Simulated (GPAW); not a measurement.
# How CdTe absorbs and reflects light

Wanted: where CdTe starts to absorb, how strongly, and its refractive index. The cell comes from an older database entry, whose edges can differ from later determinations, mostly by under a per cent.

Calculated with GPAW 26.7.0; DFT, PBE, plane-wave PAW (GPAW data sets), scalar-relativistic, RPA, optical limit.

Most raw output is cut from this account.

The database entry behind the starting cell differs from later determinations by our own check (an axis about 1.1 % short against later determinations), so it need not match the best structure at ambient conditions.

### Step 1. The structure

It takes space group F-43m (No. 216, cubic). The conventional cell has a = 6.410 Å, b = 6.410 Å, c = 6.410 Å, α = 90.00°, β = 90.00°, γ = 90.00°. Nearest to Te lie 4 Cd at 2.78 Å. Nearest to Cd lie 4 Te at 2.78 Å. Farther neighbours and most contacts between anions are not listed.

Structure file:

```cif
data_structure
_symmetry_space_group_name_H-M 'P 1'
_symmetry_Int_Tables_number 1
_cell_length_a 4.5326
_cell_length_b 4.5326
_cell_length_c 4.5326
_cell_angle_alpha 60.000
_cell_angle_beta 60.000
_cell_angle_gamma 60.000
_cell_volume 65.84
loop_
_atom_site_label
_atom_site_type_symbol
_atom_site_fract_x
_atom_site_fract_y
_atom_site_fract_z
_atom_site_occupancy
Te1 Te 0.75000 0.75000 0.75000 1
Cd2 Cd 0.00000 0.00000 0.00000 1
```

### Step 2. Ground state

The self-consistent density comes first; it also tells whether there is a gap, which decides the occupations and the need for a Drude term.

This step: DFT, PBE, plane-wave PAW (GPAW data sets), scalar-relativistic, ground state (GPAW 26.7.0).

gs.py

```python
from ase import Atoms
from ase.dft.bandgap import bandgap
from gpaw import GPAW, PW, FermiDirac

atoms = Atoms(['Te', 'Cd'],
              cell=[[0.000000000000, 3.205000000000, 3.205000000000],
                    [3.205000000000, 0.000000000000, 3.205000000000],
                    [3.205000000000, 3.205000000000, 0.000000000000]],
              scaled_positions=[[0.750000000000, 0.750000000000, 0.750000000000],
                                [0.000000000000, 0.000000000000, 0.000000000000]],
              pbc=[True, True, True])
atoms.calc = GPAW(mode=PW(550), xc='PBE', kpts={'size': (7, 7, 7), 'gamma': True},
                  occupations=FermiDirac(0.05), maxiter=150, txt='gs.txt')
print('energy (eV)', atoms.get_potential_energy())
print('Fermi level (eV)', atoms.calc.get_fermi_level())
print('valence electrons', atoms.calc.get_number_of_electrons())
print('gap (eV)', bandgap(atoms.calc, output=None)[0])
print('direct gap (eV)', bandgap(atoms.calc, direct=True, output=None)[0])
atoms.calc.write('gs.gpw')
```

Command:

```bash
$ OMP_NUM_THREADS=1 python gs.py
```

Elapsed: 9.1 s, on 1 thread of Arm Neoverse V1, shared host; peak memory 0.15 GiB.

Numbers from this step:

* energy: -5.010 eV
* Fermi energy: 4.554 eV
* gap on the k-mesh: 0.8713 eV
* direct gap on the mesh: 0.8713 eV
* electrons: 18

There is a gap, 0.87 eV on this mesh (points off the mesh can give less), so no carriers' term is needed.

### Step 3. Bands for the response

At the fixed density, many empty bands are solved on the mesh of the response, since the spectrum sums over them.

This step: DFT, PBE, plane-wave PAW (GPAW data sets), scalar-relativistic, bands at fixed density (GPAW 26.7.0).

nscf.py

```python
from ase.dft.bandgap import bandgap
from gpaw import GPAW, FermiDirac

calc = GPAW('gs.gpw').fixed_density(kpts={'size': (10, 10, 10), 'gamma': True}, nbands=52, convergence={'bands': 46},
                                    occupations=FermiDirac(0.001), txt='nscf.txt')
print('gap (eV)', bandgap(calc, output=None)[0])
print('direct gap (eV)', bandgap(calc, direct=True, output=None)[0])
print('top band over the Fermi level (eV)', min(calc.get_eigenvalues(kpt=k)[45] for k in range(len(calc.get_ibz_k_points()))) - calc.get_fermi_level())
calc.write('full.gpw', mode='all')
```

Command:

```bash
$ OMP_NUM_THREADS=1 python nscf.py
```

Wall time 1.9 min (1 thread); peak memory 0.25 GiB.

### Step 4. Dielectric function, RPA

Local fields let the induced charge screen the field inside the cell, which as a rule lowers ε, most along directions where the density is uneven.

This step: DFT, PBE, plane-wave PAW (GPAW data sets), scalar-relativistic, RPA, optical limit (GPAW 26.7.0).

df.py

```python
from gpaw.response.df import DielectricFunction

df = DielectricFunction('full.gpw', frequencies={'type': 'nonlinear', 'domega0': 0.03, 'omega2': 8},
                        ecut=50,
                        eta=0.12,
                        nbands=46,
                        txt='df.txt')
for direction in ['x', 'z']:
    df.get_dielectric_function(xc='RPA', direction=direction, filename=f'df_{direction}.csv')
```

Command:

```bash
$ OMP_NUM_THREADS=1 python df.py
```

Run time: 13 s. Hardware: 1 thread; peak memory 0.31 GiB.

Read-outs, printed or worked out from the files:

* electronic dielectric constant ε∞, mean over x, y and z (by symmetry where fewer were run): 8.365

Some rows of df_x.csv (energy; Re and Im without local fields; Re and Im with them):

```text
0.000000, 9.308794, -0.000000, 8.364976, 0.000000
0.429336, 9.634694, 0.236661, 8.679362, 0.230124
0.878195, 9.217436, 2.807825, 8.225925, 2.804850
1.347938, 9.986118, 0.844095, 8.883987, 0.803612
1.840057, 9.296649, 1.882907, 8.066522, 1.796606
2.356191, 10.519273, 4.760075, 9.120958, 4.397099
2.898142, 8.497528, 6.948089, 7.169612, 6.338897
3.467895, 5.811210, 7.939746, 4.671453, 7.241386
4.067647, 9.439028, 10.254530, 7.421973, 7.964920
4.699832, 1.342105, 11.566821, 1.674983, 9.346427
5.367152, -3.802300, 8.246692, -3.060333, 7.598281
6.072622, -2.844116, 6.807701, -1.447573, 5.816989
6.819608, -3.427574, 3.938225, -2.594467, 3.978759
7.611886, -2.645714, 2.950077, -1.672242, 3.027381
8.453705, -1.893537, 1.841808, -1.449349, 1.965802
9.349861, -1.187362, 1.192235, -0.914268, 1.249316
10.305790, -0.664343, 1.033178, -0.404207, 1.024399
11.327680, -0.536435, 0.877460, -0.225603, 0.978887
12.422601, -0.142040, 0.687098, 0.002262, 0.743118
13.598673, 0.058088, 0.675423, 0.189930, 0.620730
```

The Im ε, E ∥ x or z has structure finer than the step of the table below, so its rows give means over 0.5 eV, whole bins alone (the curve runs from 0 to 14.0 eV). Peaks (eV: height): 0.88: 2.80, 1.66: 3.74, 3.34: 8.35, 4.56: 11.6, 5.92: 6.85.

Sum at mesh points, not converged in k; values under the direct gap are tails of Lorentzian lines. The Im ε, E ∥ x or z by photon energy; means over each step:

photon energy (eV), Im ε, E ∥ x or z and a bar:
```
      0.5        0.4 
      1.0        1.6 ####
      1.5        1.9 #####
      2.0        2.5 ######
      2.5        5.2 ###############
      3.0        6.4 ###################
      3.5        6.8 ####################
      4.0        7.2 #####################
      4.5       10.0 ##############################
      5.0        9.7 #############################
      5.5        5.9 #################
      6.0        6.0 ##################
      6.5        5.5 ################
      7.0        3.7 ##########
      7.5        3.2 #########
      8.0        2.2 #####
      8.5        1.8 ####
      9.0        1.7 ####
      9.5        1.2 ##
     10.0        1.1 ##
     10.5        1.0 ##
     11.0        1.0 ##
     11.5        0.9 #
     12.0        0.7 #
     12.5        0.7 #
     13.0        0.7 #
     13.5        0.6 #
```

The reflectivity at normal incidence, E ∥ x or z has structure finer than the step of the table below, so its rows give means over 0.5 eV, whole bins alone (the curve runs from 0 to 14.0 eV). Peaks (eV: height): 5.42: 48.5, 6.07: 39.7, 6.82: 46.9, 7.91: 48.1, 8.52: 42.8, 9.22: 40.3, 9.96: 35.5.

Sum at mesh points, not converged in k. Table of reflectivity at normal incidence, E ∥ x or z by photon energy; means over each step:

```
photon energy (eV)  reflectivity at normal incidence, E ∥ x or z (%)
               0.5                                              24.8
               1.0                                              23.5
               1.5                                              26.1
               2.0                                              26.5
               2.5                                              30.0
               3.0                                              29.7
               3.5                                              29.1
               4.0                                              30.8
               4.5                                              37.1
               5.0                                              40.3
               5.5                                              40.4
               6.0                                              36.3
               6.5                                              39.3
               7.0                                              41.0
               7.5                                              41.7
               8.0                                              43.1
               8.5                                              39.6
               9.0                                              35.1
               9.5                                              34.6
              10.0                                              31.5
              10.5                                              26.4
              11.0                                              22.2
              11.5                                              23.1
              12.0                                              19.7
              12.5                                              17.1
              13.0                                              14.3
              13.5                                              12.2
```

The loss function −Im 1/ε at q → 0, E ∥ x or z has structure finer than the step of the table below, so its rows give means over 0.5 eV, whole bins alone (the curve runs from 0 to 14.0 eV). Peaks (eV: height): 12.67: 1.57, 13.17: 1.52.

Sum at mesh points, not converged in k; values under the direct gap are tails of Lorentzian lines. The loss function −Im 1/ε at q → 0, E ∥ x or z by energy loss; means over each step:

energy loss (eV), loss function −Im 1/ε at q → 0, E ∥ x or z and a bar:
```
      0.5       0.01 
      1.0       0.02 
      1.5       0.02 
      2.0       0.03 
      2.5       0.04 #
      3.0       0.07 #
      3.5       0.09 ##
      4.0       0.07 #
      4.5       0.08 ##
      5.0       0.10 ##
      5.5       0.17 ###
      6.0       0.16 ###
      6.5       0.17 ###
      7.0       0.22 ####
      7.5       0.24 #####
      8.0       0.30 ######
      8.5       0.38 ########
      9.0       0.46 ##########
      9.5       0.61 #############
     10.0       0.71 ###############
     10.5       0.89 ###################
     11.0       1.01 #####################
     11.5       1.07 ######################
     12.0       1.32 ############################
     12.5       1.43 ##############################
     13.0       1.41 ##############################
     13.5       1.43 ##############################
```

The Im ε, E ∥ x or z has structure finer than the step of the table below, so its rows give means over 0.5 eV, whole bins alone (the curve runs from 0 to 14.0 eV). Peaks (eV: height): without local fields 0.88: 2.81, 1.66: 3.85, 3.34: 9.38, 4.52: 15.0, 5.82: 9.42; with local fields 0.88: 2.80, 1.66: 3.74, 3.34: 8.35, 4.56: 11.6, 5.92: 6.85.

Sum at mesh points, not converged in k; values under the direct gap are tails of Lorentzian lines. The Im ε, E ∥ x or z by photon energy; means over each step:

```
photon energy (eV)  without local fields  with local fields
               0.5                 0.457              0.449
               1.0                  1.58               1.57
               1.5                  2.01               1.94
               2.0                  2.66               2.49
               2.5                  5.71               5.19
               3.0                  7.17               6.43
               3.5                  7.56               6.76
               4.0                  9.14               7.24
               4.5                  12.9               9.95
               5.0                  11.7               9.65
               5.5                  7.16               5.92
               6.0                  7.78               5.99
               6.5                  6.17               5.46
               7.0                  4.05               3.74
               7.5                  3.10               3.16
               8.0                  2.07               2.16
               8.5                  1.84               1.85
               9.0                  1.66               1.65
               9.5                  1.22               1.22
              10.0                  1.12               1.14
              10.5                  1.03               1.01
              11.0                 0.970              0.956
              11.5                 0.805              0.894
              12.0                 0.693              0.749
              12.5                 0.670              0.698
              13.0                 0.714              0.690
              13.5                 0.698              0.643
```

From ε follow the optical constants at some laser and lamp lines:

```
wavelength (nm)     n      k  R (%)     1/α
           1550  3.08  0.345   26.6  357 nm
            633  3.04  0.278   25.9  181 nm
            532  3.13  0.709   28.6   60 nm
            365  2.73  1.460   31.9   20 nm
            308  2.99  1.228   31.4   20 nm
            248  2.21  2.160   40.9  9.1 nm
            193  1.56  1.785   35.9  8.6 nm
```

Below the direct gap, k and the depth come from the tails of the Lorentzian lines, not from transitions.

Rows near the edge hang on the gap, which this functional as a rule makes too small, and phonon-assisted absorption is left out.

### Step 5. Summary of results

| Quantity | Value |
| --- | --- |
| electronic dielectric constant ε∞, mean over x, y and z (by symmetry where fewer were run) (RPA) | 8.37 |

**Reading.** At this level (PBE, RPA) CdTe has ε∞ = 8.37 and n = 3.08 at 1550 nm. On the mesh the gap is 0.87 eV and the least direct gap 0.87 eV. Local fields change the static value along x from 9.31 to 8.37 (-10 %). Excitons and phonon-assisted transitions are missing; PBE gaps are as a rule too small, which pulls the onset down and ε∞ up. Spin-orbit coupling is left out although heavy atoms are present. In this version of GPAW the matrix elements of the optical limit are incomplete, which can lower ε − 1 by up to a tenth where first-row anions or d states rule, and shift it by more in d metals. The sum runs over mesh points 0.17 Å⁻¹ apart with no interpolation, so peaks are partly noise of the mesh; over so small a direct gap single mesh points weigh heavily, so ε∞, n and their changes from run to run can be far off.

[Machine, clock and banner lines and Python warnings are left out of the logs.]

[Logs are printed without paths, hosts, clocks, repeated set-up lines and the standing remarks that a program may print on its own settings, such as how far it seeks lower states.]

[Hosts, paths, dates, database ids (printed as entryN), source tags and the programs' standing remarks are cut or masked in the printed files.]
